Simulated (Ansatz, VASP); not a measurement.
## Ni (Ni wire of staggered 4-rings about a central row) in two plane-wave programs

Wanted: the spread between two codes on one cell, functional and k mesh. The cell is taken from a series of runs on this material, whose earlier steps may have relaxed, scaled, displaced or heated it; both programs get it as it stands.

Program: Ansatz 0.2.0. Level of theory: plane waves, with VASP 6.6.1 beside it; single point at r2SCAN. Results are calculated unless marked as measured.

### 1. The starting structure

The cell holds 10 atoms: 10 Ni. Its edges and angles: a = 10.982 Å, b = 10.982 Å, c = 4.383 Å, α = 90.0°, β = 90.0°, γ = 90.0°. Vacuum lies along a and b. The structure's axis is c.

### 2. Ansatz: single point, r2SCAN

Ansatz runs on its default PAW (the set named soft_2) files.

A single point gives forces, pressure and levels at one fixed geometry, so differences don't come from the geometry; what else differs is listed under the comparison.

input.yaml

```yaml
crystal:
  lattice:
    - [10.982, 0.0, 0.0]
    - [0.0, 10.982, 0.0]
    - [0.0, 0.0, 4.3828531286]
  atoms:
    - { symbol: Ni, position: [0.317095731, 0.49997936, 0.0], spin: 0.76 }
    - { symbol: Ni, position: [0.49997936, 0.682862989, 0.0], spin: 0.76 }
    - { symbol: Ni, position: [0.49997936, 0.317095731, 0.0], spin: 0.76 }
    - { symbol: Ni, position: [0.682862989, 0.49997936, 0.0], spin: 0.76 }
    - { symbol: Ni, position: [0.49997936, 0.49997936, 0.250049962], spin: 0.85 }
    - { symbol: Ni, position: [0.370638289, 0.629320431, 0.5], spin: 0.76 }
    - { symbol: Ni, position: [0.370638289, 0.370638289, 0.5], spin: 0.76 }
    - { symbol: Ni, position: [0.629320431, 0.629320431, 0.5], spin: 0.76 }
    - { symbol: Ni, position: [0.629320431, 0.370638289, 0.5], spin: 0.76 }
    - { symbol: Ni, position: [0.49997936, 0.49997936, 0.749950038], spin: 0.85 }
magnetization:
  spin_polarized: true
kpoints:
  mp_grid: { grid: [1, 1, 14] }
  band_path: { path: ["Γ", Z], npoints: 50 }
scf:
  occupations: { method: fermi_dirac, width: 0.05 }
hamiltonian:
  xc: r2scan
```

Run with:

```console
> ansatz run input.yaml --threads 8 --pin off --max-ram 16384MiB --backend cpu --events-out ev --progress --plain --runs-dir out
```

Numbers of over 12 decimals in the logs are rounded to 6 here.

Output:

```text
Engine: ansatz 0.2.0, x86_64-unknown-linux-gnu
Pseudopotentials: kind: paw
Pseudopotential: Ni, paw, valence charge 18, recommended cutoff 500 eV (meta_gga), Ni.paw.azcp
Functional definition: r2SCAN
  parameter k0 = 0.174
  parameter k1 = 0.065
  parameter a1 = 4.9479
  exchange = r2scan_x(k0 = k0, k1 = k1, a1 = a1)
  correlation = r2scan_c
Crystal: 10 atoms, lattice volume = 528.591 Å³
Basis set: ecut = 500 eV, 13383 PW (Γ), exchange–correlation on 324×324×128 points (64 copies of the dense FFT grid, shifted against one another)
Bands: 113, of which v1, the nominal top of the filled ones, is band 90 counted from 1 (89 counted from 0)
Symmetry: 16 space group operations
Space group: P4/mmm (ITA 123), of the structure as read, at distance tolerance 8.1e-5 Å
Magnetic group: BNS 123.339 (UNI 999), of the structure as read, at distance tolerance 8.1e-5 Å
k-points: 8 of 14
Non-local potential: Ni, projectors of the file, l = 0: 3, l = 1: 2, l = 2: 3, l = 3: 1
PAW form: soft (Blöchl's): semilocal exchange-correlation on the pseudo side does not see the compensation charge
PAW frozen core: Ni, regenerated for the run's functional (the file was generated under x = pbe(κ = 0.804, μ = 0.219515), c = pbe(β = 0.066725))
PAW one-centre angular grid: Ni, 590 points (default); XC on 160 Gauss nodes
Initial density: superposition of atomic densities (neutral atoms: chi_scale 0, normalization atom)
Starting moments: Σ|m| = 7.78 μB on 10 of 10 sites
Initial wavefunctions: pseudopotential atomic-orbital guess
Functional: x = r2scan, c = r2scan; τ floored in thin density (d = 2e-4 eV/Å³)
SCF iter   1: F=—  HF=-58423.827090 eV  |F-HF|=—  |Δ(HF+E_count)|=         —  Δρ=3.55e-2 (↑3.55e-2 ↓2.54e-2)  dr2=2.64e1  dr2_τ=9.50e-2  dr2_m=1.12e0  M=8.208 μB ∫|m|=8.889 μB  β_m=1.00  ethr=3.10e-3  ⟨swp⟩=8.8  Hψ=9182  notcnv=0  defer=30
Mixer restart at iter 1: flushing history
preconditioner: auto → LDOS  [metal: Δε(μ)=0.017 eV  Ē_g=6.179 eV  σ=0.050 eV  W_gap=0.08  n_scr=102 (ndim 8)  ℏωp=16.2 eV  f_vac=0.649  D(μ)=23.46/eV (n_scr^D=190)]
spin=Collinear: LDOS preconditioning applied to the charge; magnetization (m = ρ↑ − ρ↓) channel mixes plain (no charge-response kernel on spin).
SCF iter   2: F=—  HF=-58427.168136 eV  |F-HF|=—  |Δ(HF+E_count)|=    3.34e0  Δρ=1.60e-2 (↑1.60e-2 ↓1.30e-2)  dr2=5.13e0  dr2_τ=3.49e-2  dr2_m=9.54e-2  M=8.176 μB ∫|m|=9.575 μB  β_m=1.00  ethr=3.10e-3  ⟨swp⟩=3.8  Hψ=3249  notcnv=0  defer=150  κ⁻¹=1.0e0(r=1)
SCF iter   3: F=—  HF=-58433.931747 eV  |F-HF|=—  |Δ(HF+E_count)|=    6.76e0  Δρ=6.07e-3 (↑6.07e-3 ↓5.31e-3)  dr2=3.77e-1  dr2_τ=4.54e-3  dr2_m=1.11e-2  M=8.298 μB ∫|m|=10.244 μB  β_m=1.00  ethr=2.85e-3  ⟨swp⟩=2.9  Hψ=2920  notcnv=0  defer=146  κ⁻¹=4.5e-2(r=2)
SCF iter   4: F=—  HF=-58436.313901 eV  |F-HF|=—  |Δ(HF+E_count)|=    2.38e0  Δρ=4.82e-3 (↑3.83e-3 ↓4.82e-3)  dr2=2.55e-1  dr2_τ=1.06e-3  dr2_m=3.12e-3  M=8.173 μB ∫|m|=10.320 μB  β_m=1.00  ethr=2.09e-4  ⟨swp⟩=3.0  Hψ=3016  notcnv=0  defer=148  κ⁻¹=4.0e-3(r=3)
SCF iter   5: F=—  HF=-58437.867386 eV  |F-HF|=—  |Δ(HF+E_count)|=         —  Δρ=1.04e-2 (↑3.07e-3 ↓1.04e-2)  dr2=3.21e-1  dr2_τ=1.43e-3  dr2_m=1.36e-1  M=8.765 μB ∫|m|=10.992 μB  β_m=1.00  ethr=1.42e-4  ⟨swp⟩=3.0  Hψ=3221  notcnv=0  defer=148  κ⁻¹=4.0e-3(r=3)
SCF iter   6: F=—  HF=-58438.217145 eV  |F-HF|=—  |Δ(HF+E_count)|=   3.50e-1  Δρ=8.43e-3 (↑2.50e-3 ↓8.43e-3)  dr2=2.28e-1  dr2_τ=1.23e-3  dr2_m=1.35e-1  M=7.789 μB ∫|m|=10.274 μB  β_m=1.00  ethr=2.78e-5  ⟨swp⟩=3.1  Hψ=3958  notcnv=0  defer=150  κ⁻¹=4.0e-3(r=3)
SCF iter   7: F=—  HF=-58438.213101 eV  |F-HF|=—  |Δ(HF+E_count)|=   4.04e-3  Δρ=2.50e-3 (↑1.17e-3 ↓2.50e-3)  dr2=3.70e-2  dr2_τ=1.52e-4  dr2_m=7.60e-3  M=7.725 μB ∫|m|=10.290 μB  β_m=1.00  ethr=2.78e-5  ⟨swp⟩=2.2  Hψ=3664  notcnv=0  defer=159  κ⁻¹=3.1e-3(r=4)
SCF iter   8: F=—  HF=-58438.249736 eV  |F-HF|=—  |Δ(HF+E_count)|=   3.66e-2  Δρ=1.39e-3 (↑6.23e-4 ↓1.39e-3)  dr2=9.71e-3  dr2_τ=6.06e-5  dr2_m=1.85e-3  M=7.658 μB ∫|m|=10.255 μB  β_m=1.00  ethr=2.05e-5  ⟨swp⟩=2.0  Hψ=2784  notcnv=0  defer=159  κ⁻¹=3.5e-4(r=5)
SCF iter   9: F=—  HF=-58438.277155 eV  |F-HF|=—  |Δ(HF+E_count)|=   2.74e-2  Δρ=7.76e-4 (↑4.20e-4 ↓7.76e-4)  dr2=3.89e-3  dr2_τ=1.66e-5  dr2_m=2.65e-4  M=7.610 μB ∫|m|=10.183 μB  β_m=1.00  ethr=5.39e-6  ⟨swp⟩=2.1  Hψ=3436  notcnv=0  defer=159  κ⁻¹=1.7e-5(r=6)
[...]
SCF iter  12: F=—  HF=-58438.303409 eV  |F-HF|=—  |Δ(HF+E_count)|=   2.51e-3  Δρ=2.02e-4 (↑1.25e-4 ↓2.02e-4)  dr2=1.54e-4  dr2_τ=1.86e-6  dr2_m=1.65e-5  M=7.526 μB ∫|m|=9.996 μB  β_m=1.00  ethr=2.43e-7  ⟨swp⟩=2.5  Hψ=3486  notcnv=0  defer=159  κ⁻¹=9.9e-7(r=8)
SCF iter  13: F=—  HF=-58438.304544 eV  |F-HF|=—  |Δ(HF+E_count)|=   1.13e-3  Δρ=9.53e-5 (↑9.53e-5 ↓8.87e-5)  dr2=3.12e-5  dr2_τ=4.44e-7  dr2_m=1.03e-5  M=7.517 μB ∫|m|=9.990 μB  β_m=1.00  ethr=8.54e-8  ⟨swp⟩=2.9  Hψ=3583  notcnv=0  defer=159  κ⁻¹=1.3e-5(r=8)
SCF iter  14: F=—  HF=-58438.304611 eV  |F-HF|=—  |Δ(HF+E_count)|=   6.74e-5  Δρ=7.28e-5 (↑4.98e-5 ↓7.28e-5)  dr2=1.12e-5  dr2_τ=2.03e-7  dr2_m=3.51e-6  M=7.515 μB ∫|m|=9.996 μB  β_m=1.00  ethr=1.74e-8  ⟨swp⟩=3.1  Hψ=3664  notcnv=0  defer=159  κ⁻¹=1.2e-5(r=8)
SCF iter  15: F=—  HF=-58438.304709 eV  |F-HF|=—  |Δ(HF+E_count)|=   9.77e-5  Δρ=6.32e-5 (↑3.60e-5 ↓6.32e-5)  dr2=8.76e-6  dr2_τ=1.22e-7  dr2_m=1.33e-6  M=7.517 μB ∫|m|=10.002 μB  β_m=1.00  ethr=6.23e-9  ⟨swp⟩=2.2  Hψ=3278  notcnv=0  defer=159  κ⁻¹=2.2e-5(r=8)
SCF iter  16: F=—  HF=-58438.304808 eV  |F-HF|=—  |Δ(HF+E_count)|=   9.95e-5  Δρ=4.59e-5 (↑1.90e-5 ↓4.59e-5)  dr2=5.05e-6  dr2_τ=4.45e-8  dr2_m=1.76e-6  M=7.519 μB ∫|m|=10.007 μB  β_m=1.00  ethr=4.86e-9  ⟨swp⟩=2.9  Hψ=3674  notcnv=0  defer=159  κ⁻¹=5.1e-5(r=8)
SCF iter  17: F=—  HF=-58438.304829 eV  |F-HF|=—  |Δ(HF+E_count)|=   2.04e-5  Δρ=2.38e-5 (↑1.18e-5 ↓2.38e-5)  dr2=2.13e-6  dr2_τ=2.03e-8  dr2_m=3.39e-7  M=7.521 μB ∫|m|=10.012 μB  β_m=1.00  ethr=2.81e-9  ⟨swp⟩=3.0  Hψ=3639  notcnv=0  defer=159  κ⁻¹=7.5e-5(r=8)
SCF iter  18: F=—  HF=-58438.304841 eV  |F-HF|=—  |Δ(HF+E_count)|=   1.22e-5  Δρ=1.14e-5 (↑8.04e-6 ↓1.14e-5)  dr2=7.35e-7  dr2_τ=6.65e-9  dr2_m=2.81e-8  M=7.521 μB ∫|m|=10.013 μB  β_m=1.00  ethr=1.18e-9  ⟨swp⟩=2.6  Hψ=3377  notcnv=0  defer=159  κ⁻¹=2.0e-4(r=8)
SCF iter  19: F=—  HF=-58438.304845 eV  |F-HF|=—  |Δ(HF+E_count)|=   4.41e-6  Δρ=4.88e-6 (↑4.52e-6 ↓4.88e-6)  dr2=6.60e-8  dr2_τ=1.53e-9  dr2_m=2.14e-8  M=7.521 μB ∫|m|=10.013 μB  β_m=1.00  ethr=4.09e-10  ⟨swp⟩=2.4  Hψ=3299  notcnv=0  defer=159  κ⁻¹=7.0e-5(r=8)
SCF iter  20: F=—  HF=-58438.304846 eV  |F-HF|=—  |Δ(HF+E_count)|=   1.28e-6  Δρ=2.20e-6 (↑1.31e-6 ↓2.20e-6)  dr2=2.11e-8  dr2_τ=1.69e-10  dr2_m=2.37e-9  M=7.521 μB ∫|m|=10.012 μB  β_m=1.00  ethr=3.66e-11  ⟨swp⟩=3.0  Hψ=4423  notcnv=0  defer=159  κ⁻¹=6.7e-5(r=8)
SCF iter  21: F=-58438.304847 eV  HF=-58438.304847 eV  |F-HF|=3.13e-8  |Δ(HF+E_count)|=   7.07e-8  Δρ=1.34e-6 (↑8.35e-7 ↓1.34e-6)  dr2=4.36e-9  dr2_τ=5.79e-11  dr2_m=6.44e-10  M=7.520 μB ∫|m|=10.012 μB  ethr=1.17e-11  ⟨swp⟩=12.5  Hψ=8755  notcnv=0
SCF 1 converged in 21 iterations: F = -58438.304847 eV  dr2 = 4.36e-9
  greatest PAW one-centre occupation: 1.002 electrons in one spin orbital (limit 2), on the Ni atom at site 8 (counted from 0), in its partial waves of l = 1
this state was not tested for a lower state beside it, because the mixer in use, unlike msr1, does not test its closes by its own steps (another_mixer; see scf.mixing.algorithm and scf.lower_state_search)
NSCF: frozen V_eff on 51 k-points
SCF converged after 21 iterations
Magnetization: 7.5204 μB (93.7602 up, 86.2398 down)
Absolute magnetization: 10.0181 μB (∫|ρ↑−ρ↓|, with the PAW one-centre terms)
Spin contamination: 0.4880 ħ² per cell (⟨S²⟩ above its minimum at these occupations)
Per-site moments (μB) at R_I (Å): [(0.854002, 0.943792), (0.854002, 0.943792), (0.854002, 0.943792), (0.854002, 0.943792), (0.854000, 0.903783), (0.855142, 0.943833), (0.855142, 0.943833), (0.855142, 0.943833), (0.855142, 0.943833), (0.854000, 0.903783)]
Free energy (F): -58438.304847 eV
Harris-Foulkes:  -58438.304847 eV  (|F-HF|=3.13e-8)
Internal energy: -58438.236092 eV  (E = F + TS)
E sigma→0 (E₀):  -58438.270469 eV
Entropy (-TS):   -0.068754 eV (-6.875 meV/atom)
Fermi energy:    0.709124 eV
--- Per-component energies (eV) ---
  E_band       = -6173.669189
  E_kinetic    = 2814.227478
  E_local      = -135127.762158  (includes V_loc(G=0)·N_el)
  E_nonlocal   = 6470.522198
  E_hartree    = 63210.912239
  E_xc         = -763.550911
  E_vxc        = -1135.915177  (∫ρ·V_xc dr)
  E_paw        = -16496.289168  (= ΣΔE_a)
  E_vpaw       = -5702.643362  (= ΣTr[D̂ρ^β])
  E_aug_tail   = 0.002299  (compensation charges beyond the density's cutoff)
  E_vtau       = 86.076625  (kinetic-family band-sum trace: ∫τ·v_τ [+ j·A + Jᵃ·Aᵃ] dr)
  E_ewald      = 21456.702614
  E_core_change = -3.000686  (= ΣΔE_core)
  E_smearing   = -0.068754  (= −TS)
  E_closure    = -0.000000  (closes the sum)
  Σ components = -58438.304847   (vs F -58438.304847, Δ=0.00e0)
--- Band table (eV; the first three rows and the last of 16) ---
  k-point 0 ↑: bands = [... 86 lower, -0.5565, -0.4568, -0.4568, -0.3270, -0.3254, -0.2587, -0.1626, 0.9133, ... 19 higher]
  k-point 1 ↑: bands = [... 86 lower, -0.5628, -0.4449, -0.4449, -0.3351, -0.3334, -0.2834, -0.1954, 0.9511, ... 19 higher]
  k-point 2 ↑: bands = [... 86 lower, -0.5737, -0.4264, -0.4264, -0.3569, -0.3550, -0.3546, -0.2897, 1.0665, ... 19 higher]
  k-point 7 ↓: bands = [... 86 lower, 0.8719, 0.8719, 0.8752, 0.8752, 1.2343, 1.2429, 1.3597, 1.3597, ... 19 higher]
```

(Part 1 of 2 ends here.)

[Lines on the potential files, build, host, timing and source positions are cut from VASP's logs without a mark.]

[Logs are printed without paths, hosts, clocks, repeated set-up lines and the standing remarks that a program may print on its own settings, such as how far it seeks lower states.]

[Hosts, paths, dates, database ids (printed as entryN), source tags and the programs' standing remarks are cut or masked in the printed files.]
